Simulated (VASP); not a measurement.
A run of VASP 6.6.1:

Contents of INCAR:

```
  PREC = Accurate
  ENCUT = 520
  EDIFF = 1E-6
  ISMEAR = 0
  SIGMA = 0.1
  LREAL = False
  LASPH = True
  NELM = 100
  ALGO = Normal
  ISIF = 2
  LWAVE = False
  LCHARG = False
  GGA = PE
  NBANDS = 16
```

File KPOINTS:

```
regular mesh
0
Gamma
  18 18 14
```

The input POSCAR:

```
WC
1.0
    2.9218906138      0.0000000000      0.0000000000
   -1.4609453069      2.5304314986      0.0000000000
    0.0000000000      0.0000000000      2.8472552532
W C
1 1
Direct
    0.0000000000      0.0000000000      0.0000000000
    0.3333333333      0.6666666667      0.5000000000
```

Potentials or basis: VASP PAW PBE potentials, release 64 (W_sv, C).

Run with:

```bash
$ cat potpaw_PBE.64/W_sv/POTCAR potpaw_PBE.64/C/POTCAR > POTCAR
$ mpirun -np 1 vasp_std > vasp.out
```

Hardware: 1 thread of Intel(R) Xeon(R) 6975P-C (Granite Rapids), on a shared host.

**Question.** How long does it take, and how much memory?

**Answer.** Wall time 24 s on 1 thread of Intel(R) Xeon(R) 6975P-C (Granite Rapids), on a shared host, peak memory 0.22 GiB. Counts: scf iterations 12, k points 296.
